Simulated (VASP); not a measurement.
Write the native input for VASP 6.6.1 that does the following.

* Task: relaxation of cell and atoms
* Functional: PBEsol
* Potentials or basis: VASP PAW PBE potentials, release 64 (Zn, S)
* Cutoff: 600 eV
* k mesh: 9 × 9 × 5
* Occupations: gaussian, width 0.03 eV
* Spin: no spin polarisation
* Further INCAR settings: ALGO = Normal; EDIFF = 1e-07; IBRION = 2; EDIFFG = -0.005; NSW = 90; ISIF = 3

The structure of ZnS lies in POSCAR:

```
ZnS                                     
1.0
    3.7852664413     -0.0000000000      0.0000000000
   -1.8926332206      3.2781368978     -0.0000000000
    0.0000000000     -0.0000000000      6.2109768232
  Zn              S             
     2     2
Direct
     0.3333333300000021    0.6666666699999979    0.0004459166096637
     0.6666666699999979    0.3333333300000021    0.5004459166096635
     0.3333333300000021    0.6666666699999979    0.3745540833903364
     0.6666666699999979    0.3333333300000021    0.8745540833903362
```

The cell was built by a generator and needn't be a form met in nature.

These files were run (other wordings do the same):

INCAR

```
SYSTEM = ZnS
PREC = Accurate
ENCUT = 600
EDIFF = 1E-7
ISMEAR = 0
SIGMA = 0.03
LREAL = .FALSE.
LASPH = .TRUE.
NELM = 80
ALGO = Normal
ISIF = 3
LWAVE = .FALSE.
LCHARG = .FALSE.
GGA = PS
IBRION = 2
NSW = 90
EDIFFG = -0.005
```

KPOINTS

```
regular mesh
0
G
  9 9 5
  0 0 0
```

Potentials or basis: VASP PAW PBE potentials, release 64 (Zn, S).

Command:

```console
$ cat potpaw_PBE.64/Zn/POTCAR potpaw_PBE.64/S/POTCAR > POTCAR
$ mpirun -np 1 vasp_std > vasp.out
```

Results of the run:

```json
{
  "Relaxed volume": "19.27 Å³/atom",
  "Relaxed cell": "a = 3.785 Å, b = 3.785 Å, c = 6.213 Å, α = 90.00°, β = 90.00°, γ = 120.00°",
  "Space group after relaxing (to 0.05 Å)": "P6_3mc (No. 186)",
  "Energy gained by relaxing": "0.0 meV/atom",
  "Ionic steps": "2",
  "Pressure after relaxing": "0.0 GPa",
  "Band gap on the k mesh": "2.15 eV, direct"
}
```

Caveat: the PAW data sets were made with another functional, which shifts forces and pressure a little.

Wall time 43 s on 1 thread of Intel(R) Xeon(R) 6975P-C (Granite Rapids), with other jobs on the host, peak memory 0.24 GiB.
